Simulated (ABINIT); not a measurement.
A run of ABINIT 10.8.3 (patched build) is set up as follows.

Contents of run.abi:

```
# Pseudopotentials
pp_dirpath "./"
pseudos "Ti.GGA_PBE-JTH.xml"

# Structure
acell 3*1.0
rprim
    -3.1010405705     3.1010405705     3.1010405705
     3.1010405705    -3.1010405705     3.1010405705
     3.1010405705     3.1010405705    -3.1010405705
ntypat 1
znucl 22
natom 1
typat 1
xred
     0.0000000000     0.0000000000     0.0000000000

# Plane-wave basis
ecut 408.170794 eV
pawecutdg 30.0
pawxcdev 0

# k points
kptopt 1
ngkpt 11 11 11
nshiftk 1
shiftk 0.0 0.0 0.0

# Exchange and correlation
ixc 11

# Bands and occupations
nband 10
occopt 5
tsmear 0.00734986

# SCF cycle
nstep 100
tolvrs 1.0e-9

# Output
iomode 3
prtwf 0
prtden 0
prteig 0
prtebands 0
```

Potentials or basis: JTH PAW PBE v2.0.

Run with:

```console
$ abinit run.abi > log 2>&1
```

Question: What does it give for the pressure?

Answer: -2.4 GPa.

Question: What does it give for the band gap on the k mesh?

Answer: None (metal or under the smearing width).
